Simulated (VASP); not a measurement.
# Sn2Ge in VASP: a series of runs, part 2 of 2

VASP 6.6.1. The steps go on from the part before.

## Step 3: Relaxation of cell and atoms, PBE

This run uses another cell than the first one, of 27.14 Å³/atom, 0.902 times its volume.

File INCAR:

```
SYSTEM = Sn2Ge
  ALGO = Fast
  EDIFF = 1E-4
  EDIFFG = -0.08
  ENCUT = 520
  GGA = PE
  IBRION = 2
  ISIF = 3
  ISMEAR = 0
  LASPH = .TRUE.
  LCHARG = .FALSE.
  LREAL = .FALSE.
  LWAVE = .FALSE.
  NELM = 60
  NSW = 24
  PREC = Normal
  SIGMA = 0.15
```

File KPOINTS:

```
k-points
0
G
  6 6 4
  0 0 0
```

File POSCAR:

```
Sn2Ge
1.0
    3.9336322500      0.0000000000      0.0000000000
   -1.9668161300      3.4066254600      0.0000000000
    0.0000000000      0.0000000000      6.0759123400
Sn Ge
2 1
Direct
    0.6666666700      0.3333333300      0.7926609100
    0.6666666700      0.3333333300      0.2073390900
    0.0000000000      0.0000000000      0.0000000000
```

Potentials or basis: VASP PAW PBE potentials, release 64 (Sn_d, Ge_d).

Started as:

```console
cat potpaw_PBE.64/Sn_d/POTCAR potpaw_PBE.64/Ge_d/POTCAR > POTCAR
mpirun -np 1 vasp_std > vasp.out
```

OUTCAR:

```text
SYSTEM = Sn2Ge
   EDIFF = 1E-4
   EDIFFG = -0.08
   ENCUT = 520
   GGA = PE
   IBRION = 2
   ISIF = 3
   ISMEAR = 0
   LASPH = .TRUE.
   LREAL = .FALSE.
   NELM = 60
   NSW = 24
   PREC = Normal

 ion  position               nearest neighbor table
   1  0.667  0.333  0.793-   2 2.52   3 2.60   3 2.60   3 2.60   2 3.56
   2  0.667  0.333  0.207-   1 2.52   3 2.60   3 2.60   3 2.60   1 3.56
   3  0.000  0.000  0.000-   1 2.60   2 2.60   1 2.60   2 2.60   1 2.60   2 2.60

  LATTYP: Found a hexagonal cell.
 ALAT       =     3.9336322500
 C/A-ratio  =     1.5446060928

  Lattice vectors:

 A1 = (   3.9336322500,   0.0000000000,   0.0000000000)
 A2 = (  -1.9668161300,   3.4066254600,   0.0000000000)
 A3 = (   0.0000000000,   0.0000000000,   6.0759123400)

Analysis of symmetry for initial positions (statically):
=====================================================================
 Subroutine PRICEL returns:
 Original cell was already a primitive cell.

 Routine SETGRP: Setting up the symmetry group for a
 hexagonal supercell.

 Subroutine GETGRP returns: Found 12 space group operations
 (whereof 12 operations were pure point group operations)
 out of a pool of 24 trial point group operations.

The static configuration has the point symmetry D_3h.

Analysis of symmetry for dynamics (positions and initial velocities):
=====================================================================
 Subroutine PRICEL returns:
 Original cell was already a primitive cell.

[... 145 lines left out ...]
--------------------------------------- Ionic step        1  -------------------------------------------

 number of electron      42.0000005 magnetization

 Free energy of the ion-electron system (eV)
  ---------------------------------------------------
  ext. energy  EPLUGINS =         0.00000000
  ---------------------------------------------------
  free energy    TOTEN  =        -9.49000541 eV

  energy without entropy =       -9.47387392  energy(sigma->0) =       -9.48193966

 E-fermi :   6.6827     XC(G=0):  -9.6136

 val. band max:        6.6716093975   @ k =   0.0000   0.0000   0.5000
 cond. band min:       6.7044930883   @ k =   0.3333   0.0000   0.2500
 fundamental gap:      0.0328836908
 Fermi energy:         6.6826865348

 k-point     1 :       0.0000    0.0000    0.0000
  band No.  band energies     occupation
      1     -18.4790      2.00000
      2     -18.4790      2.00000
      3     -18.4391      2.00000
      4     -18.4391      2.00000
      5     -18.3987      2.00000
      6     -15.6948      2.00000
[... 724 lines left out ...]
--------------------------------------- Ionic step        5  -------------------------------------------

 number of electron      41.9999916 magnetization

 Free energy of the ion-electron system (eV)
  ---------------------------------------------------
  ext. energy  EPLUGINS =         0.00000000
  ---------------------------------------------------
  free energy    TOTEN  =       -11.54825354 eV

  energy without entropy =      -11.53533774  energy(sigma->0) =      -11.54179564

 E-fermi :   4.7653     XC(G=0):  -8.8481

 val. band max:        4.7394926520   @ k =   0.0000   0.0000   0.0000
 cond. band min:       4.8477542875   @ k =   0.3333   0.3333   0.5000
 fundamental gap:      0.1082616355
 Fermi energy:         4.7653268653

 k-point     1 :       0.0000    0.0000    0.0000
  band No.  band energies     occupation
      1     -19.7290      2.00000
      2     -19.7290      2.00000
      3     -19.7219      2.00000
      4     -19.7067      2.00000
      5     -19.7067      2.00000
      6     -16.8744      2.00000
[... 607 lines left out ...]
  FREE ENERGIE OF THE ION-ELECTRON SYSTEM (eV)
  ---------------------------------------------------
  free  energy   TOTEN  =       -11.5482535410 eV

  energy  without entropy=      -11.5353377366  energy(sigma->0) =      -11.54179564

 reached required accuracy - stopping structural energy minimisation
```

OSZICAR:

```text
N       E                     dE             d eps       ncg     rms          rms(c)
DAV:   1     0.359249641207E+03    0.35925E+03   -0.22904E+04  1082   0.339E+03
DAV:   2     0.438093592426E+02   -0.31544E+03   -0.31295E+03  1050   0.640E+02
DAV:   3    -0.741654726731E+01   -0.51226E+02   -0.50931E+02  1197   0.210E+02
[... 56 lines left out ...]
RMM:   2    -0.115614658546E+02    0.56151E-01   -0.11886E-01  1234   0.439E+00    0.742E-01
RMM:   3    -0.115476539460E+02    0.13812E-01   -0.52196E-02  1200   0.270E+00    0.141E-01
RMM:   4    -0.115479394800E+02   -0.28553E-03   -0.14544E-02  1438   0.109E+00    0.107E-01
RMM:   5    -0.115481808367E+02   -0.24136E-03   -0.27116E-03  1311   0.417E-01    0.108E-01
RMM:   6    -0.115482535410E+02   -0.72704E-04   -0.69176E-04   913   0.218E-01
   5 F= -.11548254E+02 E0= -.11541796E+02  d E =-.205825E+01
```

CONTCAR:

```text
Sn2Ge
   1.00000000000000
     4.1315743950337165   -0.0000000002905253    0.0000000000000000
    -2.0657872030200628    3.5780483865794466    0.0000000000000000
     0.0000000000000000   -0.0000000000000000    6.7193287638130386
  Sn              Ge
     2     1
Direct
     0.6666666699999979    0.3333333300000021    0.7644961119166884
     0.6666666699999979    0.3333333300000021    0.2355038880833115
     0.0000000000000000    0.0000000000000000    0.0000000000000000

  0.00000000E+00  0.00000000E+00  0.00000000E+00
  0.00000000E+00  0.00000000E+00  0.00000000E+00
  0.00000000E+00  0.00000000E+00  0.00000000E+00
```

It took 97 s on 1 thread of Intel Xeon Platinum 8259CL at 2.50GHz (Skylake/Cascade Lake), shared host; peak memory 0.18 GiB.

What came out:

| Property | Result |
| --- | --- |
| Free energy | -11.5483 eV |
| Relaxed volume | 33.11 Å³/atom |
| Relaxed cell | a = 4.132 Å, b = 4.132 Å, c = 6.719 Å, α = 90.00°, β = 90.00°, γ = 120.00° |
| Space group after relaxing (to 0.05 Å) | P-6m2 (No. 187) |
| Energy gained by relaxing | 686.1 meV/atom |
| Ionic steps | 5 |
| Pressure after relaxing | -0.2 GPa |
| Largest force after relaxing | 0.058 eV/Å |
| Band gap on the k mesh | none (metal or under the smearing width) |

Forces on the atoms (eV/Å):
```
Sn   0.000  0.000 -0.058
Sn   0.000  0.000  0.058
Ge   0.000  0.000  0.000
```

Step by step:
```
step  energy change (eV)  largest force (eV/Å)  pressure (GPa)  volume (Å³)
   1              0.0000                6.8826           21.46        81.42
   2             -0.6617                1.1432           -6.95       131.59
   3             -2.0331                0.3204           -1.89       102.17
   4             -2.0525                0.1203           -0.92       100.55
   5             -2.0582                0.0576           -0.16        99.33
```

Final structure:
```
Sn Ge
1.0
     4.13157    0.00000    0.00000
    -2.06579    3.57805    0.00000
     0.00000    0.00000    6.71933
Sn Ge
2 1
Direct
  0.66667 0.33333 0.76450
  0.66667 0.33333 0.23550
  0.00000 0.00000 0.00000
```

Levels at points of the mesh, in eV from the Fermi level:
```
           k point  band 18  band 19  band 20  band 21  band 22  band 23  band 24  band 25
(0.00, 0.00, 0.00)    -5.08    -0.23    -0.23    -0.03     2.14     3.04     3.04     3.44
(0.50, 0.00, 0.00)    -5.49    -2.85    -2.64    -1.84    -0.40     2.05     2.05     3.80
(0.00, 0.00, 0.50)    -3.25    -0.91    -0.13    -0.13     1.04     2.81     2.93     3.32
(0.50, 0.00, 0.50)    -6.41    -3.13    -1.72    -0.82     0.91     1.21     1.41     2.98
```

Caveat: the volume moved by over 15 % at a fixed basis, so the end points are rough; the relaxation stopped at a loose force limit of 0.08 eV/Å, so its end isn't a converged minimum.
